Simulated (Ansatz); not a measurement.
# SrO: a tetragonal deformation path

The task here is to estimate one member of a computed series from the others.

Program: Ansatz 0.2.0. Level of theory: DFT PBE, scalar-relativistic, plane waves, PAW. These are calculated values, not measurements.

## The starting structure

Symmetry: Fm-3m, No. 225, cubic system. Conventional cell: a = 5.140 Å, b = 5.140 Å, c = 5.140 Å, α = 90.00°, β = 90.00°, γ = 90.00°. Around Sr (site symmetry m-3m) lie 6 O at 2.57 Å. O (site symmetry m-3m) has 6 Sr at 2.57 Å in its first shell of neighbours.

Coordinates:

```
CELL_PARAMETERS angstrom
0.00000 2.56980 2.56980
2.56980 0.00000 2.56980
2.56980 2.56980 0.00000
ATOMIC_POSITIONS crystal
Sr 0.00000 0.00000 0.00000
O 0.50000 0.50000 0.50000
```

No relaxation comes first: the listed cell is the starting point.

Set-up of the first run:

At fixed volume and fractional coordinates, lengths along (0.000, 0.000, 1.000) are scaled against those across it; ρ is that ratio over its starting value.

Input file input.yaml:

```yaml
crystal:
  lattice:
    - [0.0, 2.884648184, 2.0394462661]
    - [2.884648184, 0.0, 2.0394462661]
    - [2.884648184, 2.884648184, 0.0]
  atoms:
    - { symbol: Sr, position: [0.0, 0.0, 0.0] }
    - { symbol: O, position: [0.5, 0.5, 0.5] }
basis:
  ecutwfc: 420
kpoints:
  mp_grid: { grid: [8, 8, 8] }
hamiltonian:
  xc: pbe
scf:
  occupations: { method: gaussian, width: 0.05 }
output:
  forces: true
  stress: true
  eigenvalues: true
```

Launch:

```bash
$ ansatz run input.yaml --threads 1 --pin off --max-ram 2560MiB --backend cpu --events-out ev --progress --plain --runs-dir out
```

Steps of the session up to this table: At ρ = 0.707; At ρ = 1.414; Point ρ = 0.850; ρ = 1.200; Point ρ = 0.780; At ρ = 1.300; Point ρ = 0.920; At ρ = 1.100; Point ρ = 0.650; ρ = 1.500; At ρ = 0.960; ρ = 1.050.

One table of the session follows, with a row left open; its other results are not shown here.

The scan, with free energies counted from the undisturbed cell:

```
    ρ  ΔE (meV/atom)  pressure (GPa)  gap on the mesh (eV)
0.650         1851.6            51.7                  0.00
0.707         1044.6            36.0                  0.00
0.780          441.4            18.6                  1.51
0.850          161.0             9.1                  2.32
0.920           37.3             4.5                  2.87
0.960            8.4             3.3                  3.11
1.000            0.0             2.9                  3.31
1.050           10.9             3.4                  3.21
1.100              ?               ?                     ?
1.200          141.6             9.3                  3.04
1.300          291.6            15.7                  2.32
1.414          518.0            24.8                  1.51
1.500          727.4            32.7                  0.93
```

**Question.** Estimate the row for ρ = 1.100.

Worked estimate for «ΔE (meV/atom)». A straight line through the neighbours (1.050, 10.9) and (1.200, 141.6) gives 10.9 + (141.6 − 10.9) × (1.100 − 1.050) / (1.200 − 1.050) = 54.5; a parabola fitted to 4 rows on both sides gives 42.1.

As computed: ΔE (meV/atom): 40.2; pressure (GPa): 4.7; gap on the mesh (eV): 3.15. In «ΔE (meV/atom)» the line misses by +14.3 and the parabola by +1.9.

Where the gap reads zero, the mesh chosen for the insulator is on the coarse side.

Limits of these values: The final runs have no spin polarisation, so a magnetic state may lie lower.
